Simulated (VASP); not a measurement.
# CaSe (Fm-3m) in VASP: further runs

One crystal, CaSe, is run at these levels: r2SCAN; tasks: single point.

Program: VASP 6.6.1. These are calculated values, not measurements. Logs are shortened: lines on timing, memory, paths and dates and some standing lists are left out, and cuts for length are marked.

## 1. The crystal as given

It takes space group Fm-3m (No. 225, cubic). Conventional cell: a = 5.912 Å, b = 5.912 Å, c = 5.912 Å, α = 90.00°, β = 90.00°, γ = 90.00°. Around Se (site symmetry m-3m) lie 6 Ca at 2.96 Å. Around Ca (site symmetry m-3m) lie 6 Se at 2.96 Å.

## 2. Single point, r2SCAN

Contents of INCAR:

```
ADDGRID = F ; ALGO = Normal
EDIFF = 1E-6 ; ENCUT = 350
ISIF = 2 ; ISMEAR = 0
LASPH = T ; LCHARG = F
LMIXTAU = T ; LREAL = F
LWAVE = F ; METAGGA = R2SCAN
NBANDS = 15 ; NELM = 100
PREC = Accurate ; SIGMA = 0.05
```

Contents of KPOINTS:

```
k-points
0
Gamma
  7 7 7
```

Contents of POSCAR:

```
CaSe
1.0
    0.0000000000      2.9560000000      2.9560000000
    2.9560000000      0.0000000000      2.9560000000
    2.9560000000      2.9560000000      0.0000000000
Se Ca
1 1
Direct
    0.5000000000      0.5000000000      0.5000000000
    0.0000000000      0.0000000000      0.0000000000
```

Potentials or basis: VASP PAW PBE potentials, release 64 (Se, Ca_sv).

Launch:

```
$ cat potpaw_PBE.64/Se/POTCAR potpaw_PBE.64/Ca_sv/POTCAR > POTCAR
$ mpirun -np 1 vasp_std > vasp.out
```

OUTCAR:

```text
EDIFF = 1E-6
   ENCUT = 350
   ISIF = 2
   ISMEAR = 0
   LASPH = T
   LREAL = F
   METAGGA = R2SCAN
   NELM = 100
   PREC = Accurate

 Found     20 irreducible k-points:

 Following reciprocal coordinates:
            Coordinates               Weight
  0.000000  0.000000  0.000000      1.000000
  0.142857  0.000000  0.000000      8.000000
  0.285714  0.000000  0.000000      8.000000
  0.428571  0.000000  0.000000      8.000000
  0.142857  0.142857  0.000000      6.000000
  0.285714  0.142857  0.000000     24.000000
   k-points           NKPTS =     20   k-points in BZ     NKDIM =     20   number of bands    NBANDS=     15
   number of dos      NEDOS =    301   number of ions     NIONS =      2
   total plane-waves  NPLWV =  21952
   dimension x,y,z NGX =    28 NGY =   28 NGZ =   28
   dimension x,y,z NGXF=    56 NGYF=   56 NGZF=   56
   ions per type =               1   1
   NGX,Y,Z   is equivalent  to a cutoff of  11.13, 11.13, 11.13 a.u.
   NGXF,Y,Z  is equivalent  to a cutoff of  22.27, 22.27, 22.27 a.u.
 SYSTEM =  unknown system
   PREC   = accura    normal or accurate (medium, high low for compatibility)
   ISTART =      0    job   : 0-new  1-cont  2-samecut
   ICHARG =      2    charge: 1-file 2-atom 10-const
   ISPIN  =      1    spin polarized calculation?
   LNONCOLLINEAR =      F non collinear calculations
   LSORBIT =      F    spin-orbit coupling
   LASPH  =      T    aspherical Exc in radial PAW
   ENCUT  =  350.0 eV  25.72 Ry    5.07 a.u.   6.38  6.38  6.38*2*pi/ulx,y,z
   NELM   =    100;   NELMIN=  2; NELMDL= -5     # of ELM steps
   EDIFF  = 0.1E-05   stopping-criterion for ELM
   LREAL  =      F    real-space projection
   EDIFFG = 0.1E-04   stopping-criterion for IOM
   NSW    =      0    number of steps for IOM
   IBRION =     -1    ionic relax: 0-MD 1-quasi-New 2-CG
   NFREE  =      0    steps in history (QN), initial steepest desc. (CG)
   ISIF   =      2    stress and relaxation
   ISYM   =      2    0-nonsym 1-usesym 2-fastsym
   POTIM  = 0.5000    time-step for ionic-motion
   TEBEG  =    0.0;   TEEND  =   0.0 temperature during run
   PSTRESS=    0.0 pullay stress
   NELECT =      16.0000    total number of electrons
   NUPDOWN=      -1.0000    fix difference up-down
   EMIN   =  10.00;   EMAX   =-10.00  energy-range for DOS
   EFERMI =   0.00;   METHOD = LEGACY
   ISMEAR =     0;   SIGMA  =   0.05  broadening in eV -4-tet -1-fermi 0-gaus
   EFERMI_NEDOS =   21; number of points for ismear=-14 and -15
   IALGO  =     38    algorithm
   IMIX   =      4    mixing-type and parameters
     AMIX     =   0.40;   BMIX     =  1.00
     AMIX_MAG =   1.60;   BMIX_MAG =  1.00
  volume/ion in A,a.u.               =      25.83       174.30
  Fermi-wavevector in a.u.,A,eV,Ry     =   1.107645  2.093145 16.692666  1.226876
  Thomas-Fermi vector in A             =   2.244161
   LORBIT       =      0    0 simple, 1 ext, 2 COOP (PROOUT), +10 PAW based schemes
   METAGGA = R2SCAN    functional components
   LHFCALC =     F    Hartree Fock is set to
   AEXX    =    0.0000 exact exchange contribution
   IVDW    =     0    specifies the selected vdW correction
   LEPSILON=     F    determine dielectric tensor
   LRPA    =     F    only Hartree local field effects (RPA)
 non-spin polarized calculation
 Gauss-broadening in eV      SIGMA  =   0.05
  energy-cutoff  :      350.00
  volume of cell :       51.66
 maximum number of plane-waves:       779
 NGX is ok and might be reduce to    28
   NGX = 13   NGY = 13   NGZ = 13

 number of electron      16.0000007 magnetization

 Free energy of the ion-electron system (eV)
  ---------------------------------------------------
  ext. energy  EPLUGINS =         0.00000000
  ---------------------------------------------------
  free energy    TOTEN  =       -25.97623047 eV

  energy without entropy =      -25.97623047  energy(sigma->0) =      -25.97623047

 E-fermi :   2.5633     XC(G=0):  -9.5879

 val. band max:        2.1981537927   @ k =   0.0000   0.0000   0.0000
 cond. band min:       4.7477465975   @ k =   0.4286   0.4286   0.0000
 fundamental gap:      2.5495928049
 Fermi energy:         2.5633135295

 k-point     1 :       0.0000    0.0000    0.0000
  band No.  band energies     occupation
      1     -39.0926      2.00000
      2     -19.2050      2.00000
      3     -19.2050      2.00000
      4     -19.2049      2.00000
      5     -10.0005      2.00000
      6       2.1981      2.00000
      7       2.1981      2.00000
      8       2.1982      2.00000
      9       6.3462      0.00000
     10       6.4223      0.00000
     11       6.4223      0.00000
     12       6.4223      0.00000
     13       7.0223      0.00000
     14       7.0223      0.00000
     15      12.6782      0.00000

 k-point     2 :       0.1429    0.0000    0.0000
  band No.  band energies     occupation
      1     -39.0914      2.00000
      2     -19.2277      2.00000
      3     -19.2064      2.00000
      4     -19.2064      2.00000
      5      -9.8757      2.00000
      6       1.2963      2.00000
      7       1.9039      2.00000
      8       1.9039      2.00000
      9       6.4006      0.00000
     10       6.7036      0.00000
     11       6.7036      0.00000
     12       7.4346      0.00000
     13       7.5517      0.00000
     14       7.5517      0.00000
     15      12.7964      0.00000

 k-point     3 :       0.2857    0.0000    0.0000
  band No.  band energies     occupation
      1     -39.0885      2.00000
      2     -19.2777      2.00000
      3     -19.2095      2.00000
      4     -19.2094      2.00000
      5      -9.5767      2.00000
      6      -0.0916      2.00000
      7       1.3836      2.00000
      8       1.3836      2.00000
      9       6.5800      0.00000
     10       7.3817      0.00000
     11       7.3818      0.00000
     12       8.7895      0.00000
     13       8.7895      0.00000
     14       8.9059      0.00000
     15      12.2940      0.00000

 k-point     4 :       0.4286    0.0000    0.0000
  band No.  band energies     occupation
      1     -39.0862      2.00000
      2     -19.3170      2.00000
      3     -19.2119      2.00000
      4     -19.2119      2.00000
      5      -9.3140      2.00000
      6      -0.9682      2.00000
      7       1.0487      2.00000
      8       1.0488      2.00000
      9       7.1218      0.00000
     10       8.1623      0.00000
     11       8.1623      0.00000
     12       8.5497      0.00000
     13      10.0177      0.00000
     14      10.0177      0.00000
     15      11.3587      0.00000

 k-point     5 :       0.1429    0.1429    0.0000
  band No.  band energies     occupation
      1     -39.0909      2.00000
      2     -19.2255      2.00000
      3     -19.2112      2.00000
      4     -19.2112      2.00000
      5      -9.8441      2.00000
      6       1.0516      2.00000
      7       1.9147      2.00000
      8       1.9147      2.00000
      9       5.9851      0.00000
     10       6.8907      0.00000
     11       7.1363      0.00000
     12       7.1363      0.00000
     13       7.1573      0.00000
     14       8.6550      0.00000
     15      13.0652      0.00000

 k-point     6 :       0.2857    0.1429    0.0000
  band No.  band energies     occupation
      1     -39.0886      2.00000
      2     -19.2610      2.00000
      3     -19.2165      2.00000
      4     -19.2141      2.00000
      5      -9.6279      2.00000
      6       0.1568      2.00000
      7       1.4104      2.00000
      8       1.5481      2.00000
      9       5.9952      0.00000
     10       7.4047      0.00000
     11       7.5263      0.00000
     12       8.0356      0.00000
     13       8.0738      0.00000
     14      10.0523      0.00000
     15      12.1951      0.00000

 [... further k-points ...]
[... 5 lines left out ...]
  --------------------------------------------------------------------------------------
  -------------------------------------------------------------------------------------
  Total        0.1997398      0.1997398      0.1997398      0.0000000      0.0000000      0.0000000
  in kB        6.1948663      6.1948663      6.1948663      0.0000000      0.0000000      0.0000000
  external PRESSURE =       6.1948663 kB  Pullay stress =       0.0000000 kB

 VOLUME and BASIS-vectors are now :
 -----------------------------------------------------------------------------
  energy-cutoff  :      350.00
  volume of cell :       51.66
      direct lattice vectors                 reciprocal lattice vectors
     0.000000000  2.956000000  2.956000000    -0.169147497  0.169147497  0.169147497
     2.956000000  0.000000000  2.956000000     0.169147497 -0.169147497  0.169147497
     2.956000000  2.956000000  0.000000000     0.169147497  0.169147497 -0.169147497

 POSITION                                       TOTAL-FORCE (eV/Angst)
 -----------------------------------------------------------------------------------
      2.95600      2.95600      2.95600         0.000000      0.000000      0.000000
      0.00000      0.00000      0.00000         0.000000      0.000000      0.000000
 -----------------------------------------------------------------------------------
    total drift:                                0.000000      0.000000      0.000000

  FREE ENERGIE OF THE ION-ELECTRON SYSTEM (eV)
  ---------------------------------------------------
  free  energy   TOTEN  =       -25.9762304656 eV

  energy  without entropy=      -25.9762304656  energy(sigma->0) =      -25.97623047
```

Run time: 61 s. Hardware: 1 thread of Intel Xeon Platinum 8488C (Sapphire Rapids), shared host; peak memory 0.15 GiB.

The run converged, but some of its settings lie outside the range that counts as converged, so its numbers aren't taken as properties of the crystal.

What came out:

* Free energy: -25.9762 eV
* Pressure: 0.6 GPa
* Band gap on the k mesh: 2.55 eV, indirect (least direct gap 3.47 eV)

Caveat: the PAW data sets were made with another functional, which shifts forces and pressure a little; an odd mesh through Γ misses points on the zone boundary, where band edges often lie.

## 3. Single point, r2SCAN

INCAR is that of step 2.

KPOINTS is that of step 2.

Contents of POSCAR:

```
CaSe
1.0
    0.0000000000      2.9560000000      2.9560000000
    2.9560000000      0.0000000000      2.9560000000
    2.9560000000      2.9560000000      0.0000000000
Se Ca
1 1
Direct
    0.5137070000      0.4880300000      0.5023060000
    0.0084580000     -0.0027510000     -0.0091450000
```

Potentials or basis: VASP PAW PBE potentials, release 64 (Se, Ca_sv).

Launch:

```
$ cat potpaw_PBE.64/Se/POTCAR potpaw_PBE.64/Ca_sv/POTCAR > POTCAR
$ mpirun -np 1 vasp_std > vasp.out
```

OUTCAR:

```text
EDIFF = 1E-6
   ENCUT = 350
   ISIF = 2
   ISMEAR = 0
   LASPH = T
   LREAL = F
   METAGGA = R2SCAN
   NELM = 100
   PREC = Accurate

 Found    172 irreducible k-points:

 Following reciprocal coordinates:
            Coordinates               Weight
  0.000000  0.000000  0.000000      1.000000
  0.142857  0.000000  0.000000      2.000000
  0.000000  0.142857  0.000000      2.000000
  0.000000  0.000000  0.142857      2.000000
  0.142857  0.142857  0.142857      2.000000
  0.285714  0.000000  0.000000      2.000000
   k-points           NKPTS =    172   k-points in BZ     NKDIM =    172   number of bands    NBANDS=     15
   number of dos      NEDOS =    301   number of ions     NIONS =      2
   total plane-waves  NPLWV =  21952
   dimension x,y,z NGX =    28 NGY =   28 NGZ =   28
   dimension x,y,z NGXF=    56 NGYF=   56 NGZF=   56
   ions per type =               1   1
   NGX,Y,Z   is equivalent  to a cutoff of  11.13, 11.13, 11.13 a.u.
   NGXF,Y,Z  is equivalent  to a cutoff of  22.27, 22.27, 22.27 a.u.
 SYSTEM =  unknown system
   PREC   = accura    normal or accurate (medium, high low for compatibility)
   ISTART =      0    job   : 0-new  1-cont  2-samecut
   ICHARG =      2    charge: 1-file 2-atom 10-const
   ISPIN  =      1    spin polarized calculation?
   LNONCOLLINEAR =      F non collinear calculations
   LSORBIT =      F    spin-orbit coupling
[... 64 lines left out ...]
      3     -19.2055      2.00000
      4     -19.2053      2.00000
      5     -10.0037      2.00000
      6       2.1893      2.00000
      7       2.1910      2.00000
      8       2.1912      2.00000
      9       6.3457      0.00000
     10       6.4242      0.00000
     11       6.4294      0.00000
     12       6.4310      0.00000
     13       7.0242      0.00000
     14       7.0342      0.00000
[... 77 lines left out ...]
      2     -19.2785      2.00000
      3     -19.2104      2.00000
      4     -19.2099      2.00000
      5      -9.5804      2.00000
      6      -0.0940      2.00000
      7       1.3812      2.00000
      8       1.3830      2.00000
      9       6.5758      0.00000
     10       7.3780      0.00000
     11       7.3792      0.00000
     12       8.7923      0.00000
     13       8.7950      0.00000
     14       8.9132      0.00000
     15      12.2968      0.00000

 [... further k-points ...]
[... 5 lines left out ...]
  --------------------------------------------------------------------------------------
  -------------------------------------------------------------------------------------
  Total        0.2384823      0.2942614      0.2410466     -0.0016381      0.0031294      0.0008648
  in kB        7.3964521      9.1264237      7.4759835     -0.0508036      0.0970573      0.0268222
  external PRESSURE =       7.9996197 kB  Pullay stress =       0.0000000 kB

 VOLUME and BASIS-vectors are now :
 -----------------------------------------------------------------------------
  energy-cutoff  :      350.00
  volume of cell :       51.66
      direct lattice vectors                 reciprocal lattice vectors
     0.000000000  2.956000000  2.956000000    -0.169147497  0.169147497  0.169147497
     2.956000000  0.000000000  2.956000000     0.169147497 -0.169147497  0.169147497
     2.956000000  2.956000000  0.000000000     0.169147497  0.169147497 -0.169147497

 POSITION                                       TOTAL-FORCE (eV/Angst)
 -----------------------------------------------------------------------------------
      2.92743      3.00333      2.96113        -0.022490     -0.170433      0.040004
      5.87684      2.95397      2.97287         0.022490      0.170433     -0.040004
 -----------------------------------------------------------------------------------
    total drift:                                0.000621      0.001506      0.001376

  FREE ENERGIE OF THE ION-ELECTRON SYSTEM (eV)
  ---------------------------------------------------
  free  energy   TOTEN  =       -25.9717811114 eV

  energy  without entropy=      -25.9717811114  energy(sigma->0) =      -25.97178111
```

OSZICAR:

```text
N       E                     dE             d eps       ncg     rms          rms(c)
DAV:   1     0.701122612106E+02    0.70112E+02   -0.60993E+03  5168   0.748E+02
DAV:   2    -0.251673344225E+02   -0.95280E+02   -0.90879E+02  6623   0.218E+02
DAV:   3    -0.287749987205E+02   -0.36077E+01   -0.35767E+01  7192   0.407E+01
DAV:   4    -0.289314954934E+02   -0.15650E+00   -0.15640E+00  6987   0.750E+00
DAV:   5    -0.289329708057E+02   -0.14753E-02   -0.14753E-02  6856   0.684E-01    0.404E+00
DAV:   6    -0.256716241872E+02    0.32613E+01   -0.21799E+00  7113   0.118E+01    0.310E+00
DAV:   7    -0.263687162692E+02   -0.69709E+00   -0.83141E-01  6630   0.819E+00    0.794E-01
DAV:   8    -0.260077404550E+02    0.36098E+00   -0.40764E-01  6791   0.573E+00    0.461E-01
DAV:   9    -0.258939332521E+02    0.11381E+00   -0.30709E-01  6161   0.456E+00    0.315E-01
DAV:  10    -0.259658127324E+02   -0.71879E-01   -0.64731E-02  5328   0.201E+00    0.114E-01
DAV:  11    -0.259707413108E+02   -0.49286E-02   -0.68252E-03  6651   0.722E-01    0.119E-01
DAV:  12    -0.259653600517E+02    0.53813E-02   -0.36271E-03  5321   0.525E-01    0.622E-02
DAV:  13    -0.259708521855E+02   -0.54921E-02   -0.19639E-03  5188   0.384E-01    0.228E-02
DAV:  14    -0.259717775352E+02   -0.92535E-03   -0.34430E-04  5461   0.170E-01    0.649E-03
DAV:  15    -0.259717809733E+02   -0.34381E-05   -0.10198E-05  8320   0.218E-02    0.811E-03
DAV:  16    -0.259717811114E+02   -0.13810E-06   -0.47563E-08  3707   0.156E-03
   1 F= -.25971781E+02 E0= -.25971781E+02  d E =-.143720E-11
```

stdout:

```text
POSCAR found type information on POSCAR SeCa
 POSCAR found :  2 types and       2 ions
 scaLAPACK will be used
 -----------------------------------------------------------------------------
|                                                                             |
|                                                                             |
|     You enforced a specific xc type in the INCAR file but a different       |
|     I HOPE YOU KNOW WHAT YOU ARE DOING!                                     |
|                                                                             |
 -----------------------------------------------------------------------------

 LDA part: xc-table for (None), standard interpolation
 POSCAR, INCAR and KPOINTS ok, starting setup
 FFT: planning ... GRIDC
 FFT: planning ... GRID_SOFT
 FFT: planning ... GRID
 WAVECAR not read
 entering main loop
```

Wall time 4 min (1 thread of Intel Xeon Platinum 8488C (Sapphire Rapids), shared host); peak memory 0.22 GiB.

These settings aren't checked as converged: the numbers below hold their error.

What came out:

```
Free energy            : -25.9718 eV
Pressure               : 0.8 GPa
Largest force          : 0.177 eV/Å
Band gap on the k mesh : 2.56 eV, indirect (least direct gap 3.48 eV)
```

Caveat: the PAW data sets were made with another functional, which shifts forces and pressure a little; an odd mesh through Γ misses points on the zone boundary, where band edges often lie.

## 4. Single point, r2SCAN

Edit INCAR of step 3 so:

```diff
@@ -1,3 +1,3 @@
 ADDGRID = F ; ALGO = Normal
-EDIFF = 1E-6 ; ENCUT = 350
+EDIFF = 1E-6 ; ENCUT = 700
 ISIF = 2 ; ISMEAR = 0
```

Contents of KPOINTS:

```
k-points
0
Gamma
  5 5 5
```

Contents of POSCAR:

```
CaSe
1.0
    0.0000000000      2.9560000000      2.9560000000
    2.9560000000      0.0000000000      2.9560000000
    2.9560000000      2.9560000000      0.0000000000
Se Ca
1 1
Direct
    0.5000000000      0.5000000000      0.5000000000
    0.0000000000      0.0000000000      0.0000000000
```

Launch:

```
$ cat potpaw_PBE.64/Se/POTCAR potpaw_PBE.64/Ca_sv/POTCAR > POTCAR
$ mpirun -np 1 vasp_std > vasp.out
```

Wall time 53 s (1 thread of Intel Xeon Platinum 8488C (Sapphire Rapids), shared host); peak memory 0.22 GiB.

These settings aren't checked as converged: the numbers below hold their error.

Results:

```yaml
Free_energy: -25.9775 eV
Pressure: 0.9 GPa
Band_gap_on_the_k_mesh: 2.61 eV, indirect (least direct gap 3.51 eV)
```

Caveat: the PAW data sets were made with another functional, which shifts forces and pressure a little; an odd mesh through Γ misses points on the zone boundary, where band edges often lie.

## 5. Single point, r2SCAN

INCAR is that of step 4.

KPOINTS is that of step 4.

Contents of POSCAR:

```
CaSe
1.0
    0.0000000000      2.9560000000      2.9560000000
    2.9560000000      0.0000000000      2.9560000000
    2.9560000000      2.9560000000      0.0000000000
Se Ca
1 1
Direct
    0.5137070000      0.4880300000      0.5023060000
    0.0084580000     -0.0027510000     -0.0091450000
```

Launch:

```
$ cat potpaw_PBE.64/Se/POTCAR potpaw_PBE.64/Ca_sv/POTCAR > POTCAR
$ mpirun -np 1 vasp_std > vasp.out
```

Wall time 2.7 min (1 thread of Intel Xeon Platinum 8488C (Sapphire Rapids), shared host); peak memory 0.26 GiB.

The run converged, but some of its settings lie outside the range that counts as converged, so its numbers aren't taken as properties of the crystal.

What came out:

```
Free energy            : -25.9730 eV
Pressure               : 0.9 GPa
Largest force          : 0.175 eV/Å
Band gap on the k mesh : 2.62 eV, indirect (least direct gap 3.51 eV)
```

Caveat: the PAW data sets were made with another functional, which shifts forces and pressure a little; an odd mesh through Γ misses points on the zone boundary, where band edges often lie.

## 6. The reference run

An earlier run on the cell as given: functional PBEsol; potentials or basis VASP PAW PBE potentials, release 64 (Se, Ca_sv); cutoff 520 eV; k mesh 8 × 8 × 8; occupations fermi-dirac, width 0.05 eV; no spin polarisation.

- Pressure: -0.9 GPa
- Band gap on the k mesh: 1.92 eV, indirect (least direct gap 2.87 eV)
